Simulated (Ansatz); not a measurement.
SnO$_{2}$: what symmetry allows forces and stress to be

```xyz
3
Lattice="1.6279 0.9861 4.8131 -1.6043 0.9822 4.8058 0.0084 -1.8243 4.7814" Properties=species:S:1:pos:R:3 pbc="T T T"
Sn    0.0161    0.0720    7.2002
O     0.0318   -0.1187    3.3129
O     0.0003    0.2627   11.0875
```

These are results of DFT PBE, scalar-relativistic, plane waves, PAW in Ansatz, not measurements.

Plane waves to 420 eV, a k mesh through Γ of 12×12×12 on the computed 3-atom cell and Gaussian smearing (0.02 eV); no spin polarisation.

This distorted cell has space group P-1, with 2 operations.

Problem. Without a calculation: in which directions can each atom feel a force?

Solution. A force must be left unchanged by every operation that keeps its atom in place, so it lies in the space that those operations leave fixed. Atoms that the group maps onto each other feel forces of one size.
| atom | site symmetry | operations at the site | equivalent to atom | allowed force (Cartesian) |
| --- | --- | --- | --- | --- |
| Sn1 | -1 | 2 | 1 | none |
| O2 | 1 | 1 | 2 | any direction |
| O3 | 1 | 1 | 2 | any direction |

That leaves 3 independent force components of 9. A relaxation in this cell that keeps the symmetry moves the atoms in these directions alone.

Problem. And the stress tensor?

Solution. It must be invariant under the point group, which leaves 6 independent components.

Problem. Do the computed values obey this?

Solution. Yes. Forces (eV/Å):
```
Sn1  0.000  0.000  0.000
O2  -0.474  1.940  1.774
O3   0.474 -1.940 -1.774
```

Stress (GPa, compression positive, xx yy zz yz xz xy): 11.36 7.05 11.90 12.82 -3.11 -0.72. The program imposes the same operations on density, forces and stress, so this confirms the analysis and is no independent test of the calculation.

The cell holds layers, and where no dispersion correction was added their binding is poorly described.

This form isn't the usual stable structure of the compound.